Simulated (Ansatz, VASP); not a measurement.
## Two plane-wave programs on Ti

The input INCAR:

```
PREC = Accurate ; ENCUT = 520
EDIFF = 1E-7 ; ISMEAR = 0
SIGMA = 0.15 ; LREAL = False
LASPH = True ; NELM = 60
ALGO = Normal ; ISIF = 2
LWAVE = False ; LCHARG = False
NBANDS = 12
```

Contents of KPOINTS:

```
Automatic mesh
0
Gamma
  20 20 20
```

Contents of POSCAR:

```
Ti
1.0
   -1.6656150000      1.6656150000      1.6163850000
    1.6656150000     -1.6656150000      1.6163850000
    1.6656150000      1.6656150000     -1.6163850000
Ti
1
Direct
    0.0000000000      0.0000000000      0.0000000000
```

Input for Ansatz:

```yaml
crystal:
  lattice:
    - [-1.665615, 1.665615, 1.616385]
    - [1.665615, -1.665615, 1.616385]
    - [1.665615, 1.665615, -1.616385]
  atoms:
    - { symbol: Ti, position: [0.0, 0.0, 0.0] }
basis:
  ecutwfc: 420
kpoints:
  mp_grid: { grid: [20, 20, 20] }
hamiltonian:
  xc: lda
scf:
  occupations: { method: gaussian, width: 0.15 }
output:
  forces: true
  stress: true
  eigenvalues: true
```

Change from the starting cell: strain +0.015 along x and y, -0.015 along z, atoms carried along.

Alike in both runs: task single point; functional LDA; k mesh 20 × 20 × 20; occupations gaussian, width 0.15 eV; no spin polarisation.

|  | VASP | Ansatz |
| --- | --- | --- |
| version | VASP 6.6.1 | Ansatz 0.2.0 |
| potentials or method | VASP PAW LDA potentials, release 64 (Ti_sv) | scalar-relativistic, plane waves, PAW |
| plane-wave cutoff (eV) | 520 | 420 |
| valence electrons in the cell | 12 | 12 |

Ansatz gave:

```
gap on the k mesh at the Fermi level (eV)       : none
pressure (GPa)                                  : -11.9
largest component of the traceless stress (GPa) : 0.55
```

Problem. What did VASP give for the same quantities?

Solution. gap on the k mesh at the Fermi level (eV): none; pressure (GPa): -12.0; largest component of the traceless stress (GPa): 0.54.

A gap of «none» marks a metal or a gap that the smearing closes.
